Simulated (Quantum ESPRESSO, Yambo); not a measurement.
# Sb (buckled honeycomb monolayer): a self-consistent loop beyond G0W0, cycle by cycle, part 2 of 2

Aim: iterate the self-energy on Sb (buckled honeycomb monolayer) and follow the gap from cycle to cycle.

Quantum ESPRESSO 7.5 and Yambo 5.3.0; PBE and many-body steps on it, plane waves. Known limits of the many-body steps: not at the basis limit; no spin-orbit coupling.

So far. Step 4 (G0W0): The gap on the mesh goes from 1.31 eV to 2.10 eV, a correction of +0.79 eV. Step 5 (evGW0, cycle 1): Against G0W0 in Yambo (6×6×1 mesh, 120 bands, screening to 108.8 eV, Godby-Needs plasmon pole), the gap moves by +0.138 eV.

### Step 6. evGW0, cycle 2

Level of this step: evGW0 on PBE, plane waves, norm-conserving pseudopotentials (Yambo).

The corrected levels of the last cycle go back in.

The input, gw3.in:

```
HF_and_locXC
gw0
dyson
ppa
em1d
rim_cut
rim_w
RandQpts= 3000000
RandGvec= 100 RL
CUTGeo= "slab z"
RandGvecW= 9 RL
EXXRLvcs= 88 Ry
VXCRLvcs= 352 Ry
Chimod= "HARTREE"
% BndsRnXp
 1 | 120 |
%
NGsBlkXp= 8 Ry
% LongDrXp
 1 | 1 | 0 |
%
% GbndRnge
 1 | 120 |
%
DysSolver= "n"
ExtendOut
PPAPntXp= 27.21138 eV
% QPkrange
 1 | 7 | 19 | 27 |
%
GfnQPdb= "E < ./gw2_fix/ndb.QP"
```

The run is started by

```bash
$ OMP_NUM_THREADS=1 mpirun -n 4 yambo -F gw3.in -J gw3,gw1_W -C gw3 > gw3.log
```

Log:

```text
 Yambo, version 5.3.0

 [02] CORE Variables Setup
 =========================

  [... cell, symmetries and grids as in the set-up ...]

  [02.05] Energies & Occupations
  ==============================

  [X] === General ===
  [X] Electronic Temperature                        :  0.000000  0.000000 [eV K]
  [X] Bosonic    Temperature                        :  0.000000  0.000000 [eV K]
  [X] Finite Temperature mode                       : no
  [X] El. density                                   :  0.22273E+24 [cm-3]
[...]
Sx RL components                                 :  19465

  QP @ state[ 1 ] K range                          :   1   7
  QP @ state[ 1 ] b range                          :  19  27
  GF energies kind                                 : Perdew, Burke & Ernzerhof(X)+Perdew, Burke & Ernzerhof(C)+ E < ./gw1/ndb.QP + @E Fit+ E < ./gw2_fix/
  GF WF`s kind                                     : Perdew, Burke & Ernzerhof(X)+Perdew, Burke & Ernzerhof(C)
  Xs energies kind                                 : Perdew, Burke & Ernzerhof(X)+Perdew, Burke & Ernzerhof(C)
  Xs WF`s kind                                     : Perdew, Burke & Ernzerhof(X)+Perdew, Burke & Ernzerhof(C)

 [16] Game Over & Game summary
```

Elapsed: 15 min, on 4 MPI ranks of Arm Neoverse V1, shared host; peak memory 4.3 GiB.

Numbers from this step:

| Item | Value |
| --- | --- |
| quasiparticle gap on the mesh | 2.259 eV |
| gap of the density functional on the mesh | 1.314 eV |
| k of the valence top | 0, 0, 0 |
| k of the conduction bottom | 0, 0.3333, 0 |
| least direct quasiparticle gap on the computed points | 2.810 eV |

Against the cycle before, the gap moves by +0.022 eV.

The program's own table gives 2.466 eV, which is too large where the input levels are shifted: this version takes Σc at the unshifted level E₀, yet steps from the shifted one. The value above is the Newton step from E₀, E₀ + Z(Σc + Σx − Vxc), rebuilt from the printed columns.

### Step 7. evGW0, cycle 3

gw4.in, as its differences from gw3.in of step 6:

```diff
@@ -30,2 +30,2 @@
 %
-GfnQPdb= "E < ./gw2_fix/ndb.QP"
+GfnQPdb= "E < ./gw3_fix/ndb.QP"
```

The run is started by

```bash
$ OMP_NUM_THREADS=1 mpirun -n 4 yambo -F gw4.in -J gw4,gw1_W -C gw4 > gw4.log
```

Log:

```text
 Yambo, version 5.3.0

 [02] CORE Variables Setup
 =========================

  [... cell, symmetries and grids as in the set-up ...]

  [02.05] Energies & Occupations
  ==============================

  [X] === General ===
  [X] Electronic Temperature                        :  0.000000  0.000000 [eV K]
  [X] Bosonic    Temperature                        :  0.000000  0.000000 [eV K]
  [X] Finite Temperature mode                       : no
  [X] El. density                                   :  0.22273E+24 [cm-3]
[...]
Sx RL components                                 :  19465

  QP @ state[ 1 ] K range                          :   1   7
  QP @ state[ 1 ] b range                          :  19  27
  GF energies kind                                 : Perdew, Burke & Ernzerhof(X)+Perdew, Burke & Ernzerhof(C)+ E < ./gw1/ndb.QP + @E Fit+ E < ./gw2_fix/
  GF WF`s kind                                     : Perdew, Burke & Ernzerhof(X)+Perdew, Burke & Ernzerhof(C)
  Xs energies kind                                 : Perdew, Burke & Ernzerhof(X)+Perdew, Burke & Ernzerhof(C)
  Xs WF`s kind                                     : Perdew, Burke & Ernzerhof(X)+Perdew, Burke & Ernzerhof(C)

 [16] Game Over & Game summary
```

It took 15 min on 4 MPI ranks; peak memory 4.3 GiB.

Numbers from this step:

* quasiparticle gap on the mesh: 2.262 eV
* gap of the density functional on the mesh: 1.314 eV
* k of the valence top: 0, 0, 0
* k of the conduction bottom: 0, 0.3333, 0
* least direct quasiparticle gap on the computed points: 2.814 eV

Against the cycle before, the gap moves by +0.003 eV.

The program's own table gives 2.474 eV, which is too large where the input levels are shifted: this version takes Σc at the unshifted level E₀, yet steps from the shifted one. The value above is the Newton step from E₀, E₀ + Z(Σc + Σx − Vxc), rebuilt from the printed columns.

### Step 8. evGW, cycle 1

This step: evGW on PBE, plane waves, norm-conserving pseudopotentials.

gw5.in, as its differences from gw4.in of step 7:

```diff
@@ -30,2 +30,3 @@
 %
-GfnQPdb= "E < ./gw3_fix/ndb.QP"
+GfnQPdb= "E < ./gw1/ndb.QP"
+XfnQPdb= "E < ./gw1/ndb.QP"
```

The run is started by

```bash
$ OMP_NUM_THREADS=1 mpirun -n 4 yambo -F gw5.in -J gw5 -C gw5 > gw5.log
```

Log:

```text
 Yambo, version 5.3.0

 [02] CORE Variables Setup
 =========================

  [... cell, symmetries and grids as in the set-up ...]

  [02.05] Energies & Occupations
  ==============================

  [X] === General ===
  [X] Electronic Temperature                        :  0.000000  0.000000 [eV K]
  [X] Bosonic    Temperature                        :  0.000000  0.000000 [eV K]
  [X] Finite Temperature mode                       : no
  [X] El. density                                   :  0.22273E+24 [cm-3]
[...]
Sx RL components                                 :  19465

  QP @ state[ 1 ] K range                          :   1   7
  QP @ state[ 1 ] b range                          :  19  27
  GF energies kind                                 : Perdew, Burke & Ernzerhof(X)+Perdew, Burke & Ernzerhof(C)+ E < ./gw1/ndb.QP + @E Fit
  GF WF`s kind                                     : Perdew, Burke & Ernzerhof(X)+Perdew, Burke & Ernzerhof(C)
  Xs energies kind                                 : Perdew, Burke & Ernzerhof(X)+Perdew, Burke & Ernzerhof(C)
  Xs WF`s kind                                     : Perdew, Burke & Ernzerhof(X)+Perdew, Burke & Ernzerhof(C)

 [18] Game Over & Game summary
```

Elapsed: 19 min, on 4 MPI ranks; peak memory 4.3 GiB.

Numbers from this step:

```yaml
quasiparticle_gap_on_the_mesh: 2.390 eV
gap_of_the_density_functional_on_the_mesh: 1.314 eV
k_of_the_valence_top: 0, 0, 0
k_of_the_conduction_bottom: 0, 0.3333, 0
least_direct_quasiparticle_gap_on_the_computed_points: 2.934 eV
```

Against G0W0 in Yambo (6×6×1 mesh, 120 bands, screening to 108.8 eV, Godby-Needs plasmon pole), the gap moves by +0.291 eV.

The program's own table gives 2.549 eV, which is too large where the input levels are shifted: this version takes Σc at the unshifted level E₀, yet steps from the shifted one. The value above is the Newton step from E₀, E₀ + Z(Σc + Σx − Vxc), rebuilt from the printed columns.

### Step 9. evGW, cycle 2

gw6.in, as its differences from gw5.in of step 8:

```diff
@@ -30,3 +30,3 @@
 %
-GfnQPdb= "E < ./gw1/ndb.QP"
-XfnQPdb= "E < ./gw1/ndb.QP"
+GfnQPdb= "E < ./gw5_fix/ndb.QP"
+XfnQPdb= "E < ./gw5_fix/ndb.QP"
```

The run is started by

```bash
$ OMP_NUM_THREADS=1 mpirun -n 4 yambo -F gw6.in -J gw6 -C gw6 > gw6.log
```

Log:

```text
 Yambo, version 5.3.0

 [02] CORE Variables Setup
 =========================

  [... cell, symmetries and grids as in the set-up ...]

  [02.05] Energies & Occupations
  ==============================

  [X] === General ===
  [X] Electronic Temperature                        :  0.000000  0.000000 [eV K]
  [X] Bosonic    Temperature                        :  0.000000  0.000000 [eV K]
  [X] Finite Temperature mode                       : no
  [X] El. density                                   :  0.22273E+24 [cm-3]
[...]
Sx RL components                                 :  19465

  QP @ state[ 1 ] K range                          :   1   7
  QP @ state[ 1 ] b range                          :  19  27
  GF energies kind                                 : Perdew, Burke & Ernzerhof(X)+Perdew, Burke & Ernzerhof(C)+ E < ./gw1/ndb.QP + @E Fit+ E < ./gw5_fix/
  GF WF`s kind                                     : Perdew, Burke & Ernzerhof(X)+Perdew, Burke & Ernzerhof(C)
  Xs energies kind                                 : Perdew, Burke & Ernzerhof(X)+Perdew, Burke & Ernzerhof(C)
  Xs WF`s kind                                     : Perdew, Burke & Ernzerhof(X)+Perdew, Burke & Ernzerhof(C)

 [18] Game Over & Game summary
```

Wall time 19 min (4 MPI ranks); peak memory 4.3 GiB; 77 min of CPU time.

Numbers from this step:

```
quasiparticle gap on the mesh                         : 2.478 eV
gap of the density functional on the mesh             : 1.314 eV
k of the valence top                                  : 0, 0, 0
k of the conduction bottom                            : 0, 0.3333, 0
least direct quasiparticle gap on the computed points : 3.024 eV
```

Against the cycle before, the gap moves by +0.088 eV.

The program's own table gives 2.681 eV, which is too large where the input levels are shifted: this version takes Σc at the unshifted level E₀, yet steps from the shifted one. The value above is the Newton step from E₀, E₀ + Z(Σc + Σx − Vxc), rebuilt from the printed columns.

### Step 10. evGW, cycle 3

gw7.in, as its differences from gw6.in of step 9:

```diff
@@ -30,3 +30,3 @@
 %
-GfnQPdb= "E < ./gw5_fix/ndb.QP"
-XfnQPdb= "E < ./gw5_fix/ndb.QP"
+GfnQPdb= "E < ./gw6_fix/ndb.QP"
+XfnQPdb= "E < ./gw6_fix/ndb.QP"
```

The run is started by

```bash
$ OMP_NUM_THREADS=1 mpirun -n 4 yambo -F gw7.in -J gw7 -C gw7 > gw7.log
```

Log:

```text
 Yambo, version 5.3.0

 [02] CORE Variables Setup
 =========================

  [... cell, symmetries and grids as in the set-up ...]

  [02.05] Energies & Occupations
  ==============================

  [X] === General ===
  [X] Electronic Temperature                        :  0.000000  0.000000 [eV K]
  [X] Bosonic    Temperature                        :  0.000000  0.000000 [eV K]
  [X] Finite Temperature mode                       : no
  [X] El. density                                   :  0.22273E+24 [cm-3]
[...]
Sx RL components                                 :  19465

  QP @ state[ 1 ] K range                          :   1   7
  QP @ state[ 1 ] b range                          :  19  27
  GF energies kind                                 : Perdew, Burke & Ernzerhof(X)+Perdew, Burke & Ernzerhof(C)+ E < ./gw1/ndb.QP + @E Fit+ E < ./gw5_fix/
  GF WF`s kind                                     : Perdew, Burke & Ernzerhof(X)+Perdew, Burke & Ernzerhof(C)
  Xs energies kind                                 : Perdew, Burke & Ernzerhof(X)+Perdew, Burke & Ernzerhof(C)
  Xs WF`s kind                                     : Perdew, Burke & Ernzerhof(X)+Perdew, Burke & Ernzerhof(C)

 [18] Game Over & Game summary
```

The job ended after 19 min (4 MPI ranks; peak memory 4.6 GiB; 77 min of CPU time).

This step gave:

```
quasiparticle gap on the mesh                         : 2.504 eV
gap of the density functional on the mesh             : 1.314 eV
k of the valence top                                  : 0, 0, 0
k of the conduction bottom                            : 0, 0.3333, 0
least direct quasiparticle gap on the computed points : 3.051 eV
```

Against the cycle before, the gap moves by +0.026 eV.

The program's own table gives 2.719 eV, which is too large where the input levels are shifted: this version takes Σc at the unshifted level E₀, yet steps from the shifted one. The value above is the Newton step from E₀, E₀ + Z(Σc + Σx − Vxc), rebuilt from the printed columns.

### Step 11. The runs together

Times are wall times on 4 MPI ranks of Arm Neoverse V1, shared host, good to a factor of about two.

| run | mesh | bands | screening cutoff (eV) | DFT gap (eV) | gap on the mesh (eV) | direct (eV) | time |
| --- | --- | --- | --- | --- | --- | --- | --- |
| G0W0 | 6×6×1 | 120 | 108.8 | 1.314 | 2.099 | 2.609 | 19 min |
| evGW0, cycle 1 | 6×6×1 | 120 | 108.8 | 1.314 | 2.237 | 2.785 | 15 min |
| evGW0, cycle 2 | 6×6×1 | 120 | 108.8 | 1.314 | 2.259 | 2.810 | 15 min |
| evGW0, cycle 3 | 6×6×1 | 120 | 108.8 | 1.314 | 2.262 | 2.814 | 15 min |
| evGW, cycle 1 | 6×6×1 | 120 | 108.8 | 1.314 | 2.390 | 2.934 | 19 min |
| evGW, cycle 2 | 6×6×1 | 120 | 108.8 | 1.314 | 2.478 | 3.024 | 19 min |
| evGW, cycle 3 | 6×6×1 | 120 | 108.8 | 1.314 | 2.504 | 3.051 | 19 min |

### Step 12. Results

```
G0W0           : 2.099 eV
evGW0, cycle 1 : 2.237 eV
evGW0, cycle 2 : 2.259 eV
evGW0, cycle 3 : 2.262 eV
evGW, cycle 1  : 2.390 eV
evGW, cycle 2  : 2.478 eV
evGW, cycle 3  : 2.504 eV
known limits   : not at the basis limit; no spin-orbit coupling
```

In words: evGW0 ends at 2.26 eV, +0.16 eV from G0W0, after 3 cycles that took 46 min beside the first screening; the last moved the gap by 0.003 eV. evGW ends at 2.50 eV, +0.40 eV from G0W0, after 3 cycles that took 58 min beside the first screening; the last moved the gap by 0.026 eV, so the loop had not settled. Against experiment, by evGW, cycle 3: the direct gap of 3.05 eV lies +0.84 eV from the measured 2.21 eV (exciton, 2020). An exciton line or allowed optical edge lies below the quasiparticle gap by the binding energy; a forbidden edge can push the onset above it. The computed sheet is free-standing; a substrate or cover screens it further and lowers both gap and binding, while the exciton line moves little. These are gaps on the mesh, at modest bands and cutoff. The calculation has static nuclei and no excitons; a measured gap holds zero-point and thermal motion, which mostly lowers it. Bands and cutoff are finite, so the gap is not at the basis limit. The miss can reach some tenths of an eV and take either sign; the mesh is an error of its own. The many-body steps are scalar-relativistic: spin-orbit coupling is not in them.

[Paths, hosts, dates, memory and timing lines, banners, echoed tables and standing remarks are left out of the program output.]

[Logs are printed without paths, hosts, clocks, repeated set-up lines and the standing remarks that a program may print on its own settings, such as how far it seeks lower states.]

[Runs of the session that timed out or met a known fault of the program may be left out.]

[Hosts, paths, dates, database ids (printed as entryN), source tags and the programs' standing remarks are cut or masked in the printed files.]
